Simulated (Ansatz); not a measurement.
BN: what symmetry allows forces and stress to be

```
CELL_PARAMETERS angstrom
0.04264 3.42681 2.06257
1.18729 0.01527 2.06257
1.22993 3.44208 0.00000
ATOMIC_POSITIONS crystal
B 0.99312 0.99312 0.00688
N 0.67358 0.67358 0.32642
```

Level of theory: Ansatz 0.2.0, DFT PBE, scalar-relativistic, plane waves, PAW.

Settings: cutoff 420 eV, Γ-centred mesh 12×12×12 on the computed 2-atom cell, Gaussian smearing of 0.02 eV; no spin polarisation.

This distorted cell has space group C2, with 2 operations.

Without a calculation: in which directions can each atom feel a force?

A force must be left unchanged by every operation that keeps its atom in place, so it lies in the space that those operations leave fixed. Atoms that the group maps onto each other feel forces of one size.
```json
{"atom": "B1", "site symmetry": "2", "operations at the site": "2", "equivalent to atom": "1", "allowed force (Cartesian)": "along (0.00, 0.00, 1.00)"}
{"atom": "N2", "site symmetry": "2", "operations at the site": "2", "equivalent to atom": "2", "allowed force (Cartesian)": "along (0.00, 0.00, 1.00)"}
```

That leaves 2 independent force components of 6, tied by 1 condition that the forces sum to zero, so 1 remains. A relaxation in this cell that keeps the symmetry moves the atoms in these directions alone.

And the stress tensor?

It must be invariant under the point group, which leaves 4 independent components: yz, xz vanish.

Do the computed values obey this?

Yes. Forces (eV/Å):
```
B1   0.000  0.000  3.782
N2   0.000  0.000 -3.782
```

Stress (GPa, compression positive, xx yy zz yz xz xy): 60.53 2.39 87.39 0.00 0.00 0.59. The program imposes the same operations on density, forces and stress, so this confirms the analysis and is no independent test of the calculation.

The cell holds layers, and where no dispersion correction was added their binding is poorly described.

This form isn't the usual stable structure of the compound.